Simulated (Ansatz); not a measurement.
W2C, 3 atoms in the cell. The typed cell holds 3 atoms: a = 3.070 Å, b = 3.070 Å, c = 4.678 Å, α = 90.00°, β = 90.00°, γ = 120.00°. The cell comes from a database or a generator and needn't be the stable form of this composition. The cell isn't the ideal one: atoms moved at random, drawn with an rms of 0.05 Å.

```yaml
Program: Ansatz 0.2.0
Task: single point
Functional: PBE
Potentials_or_basis: Ansatz PAW
Cutoff: "420 eV (not typed: the program's choice for these potentials)"
k_mesh: 10 × 10 × 6
Occupations: fermi-dirac, width 0.05 eV
Spin: no spin polarisation
```

Potentials or basis: Ansatz PAW.

Command:

```bash
$ ansatz run input.yaml --threads 2 --pin off --max-ram 5120MiB --backend cpu --events-out ev --progress --plain --runs-dir out
```

Hardware: 2 threads of Intel(R) Xeon(R) Platinum 8375C CPU @ 2.90GHz (Ice Lake) (shared host).

Task: How long does it take, and how much memory?

Result: Run time: 8.2 s on 2 threads of Intel(R) Xeon(R) Platinum 8375C CPU @ 2.90GHz (Ice Lake), on a shared host, peak memory 0.57 GiB. Counts: scf iterations 6, plane waves 735, k points 304, bands 20.
